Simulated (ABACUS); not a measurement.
## Te2Mo: single point with PBE

The system is Te2Mo.

```
Te Mo
1.0
     3.51820    0.00000    0.00000
    -1.75910    3.04685    0.00000
     0.00000    0.00000   13.97360
Te Mo
4 2
Direct
  0.68221 0.35004 0.37941
  0.33262 0.66864 0.88013
  0.67577 0.34141 0.12384
  0.34483 0.67496 0.62304
  0.65283 0.31865 0.74889
  0.31947 0.65670 0.25247
```

The cell isn't the ideal one: atoms moved at random, drawn with an rms of 0.05 Å.

- Program: ABACUS 3.10.1
- Task: single point
- Functional: PBE
- Potentials or basis: PseudoDojo NC SR 0.4.1 PBE standard
- Cutoff: 1129 eV
- Density cutoff: 4517 eV
- Basis: plane waves
- k mesh: 9 × 9 × 2
- Occupations: fermi-dirac, width 0.05 eV
- Spin: no spin polarisation

```yaml
Pressure: 4.4 GPa
Largest_force: 1.347 eV/Å
Band_gap_on_the_k_mesh: 0.73 eV, indirect (least direct gap 1.02 eV)
```

Forces in eV/Å, atoms in the order of the input:
```
Te  -0.463 -0.599  0.718
Te  -0.123 -0.348 -0.030
Te  -0.370 -0.411 -0.406
Te  -0.343 -0.552 -0.838
Mo   0.467  0.908  0.879
Mo   0.833  1.002 -0.323
```

Stress tensor (GPa, compression positive):
```
3.88 0.15 0.21
0.15 3.70 0.01
0.21 0.01 5.53
```

Levels at points of the mesh, in eV from the valence-band top:
```csv
k point,band 44,band 45,band 46,band 47,band 48,band 49
"(0.00, 0.00, 0.00)",-0.90,-0.40,0.00,2.62,2.67,2.98
"(0.00, 0.00, 0.50)",-0.90,-0.21,-0.02,2.61,2.66,3.00
```

Wall time 5.5 min on 4 MPI ranks on Intel(R) Xeon(R) Platinum 8488C (Sapphire Rapids), on a shared host, peak memory 1.5 GiB a rank.

Caveat: spin-orbit coupling is left out, which moves the levels of the heavy elements; an odd mesh through Γ misses points on the zone boundary, where band edges often lie.
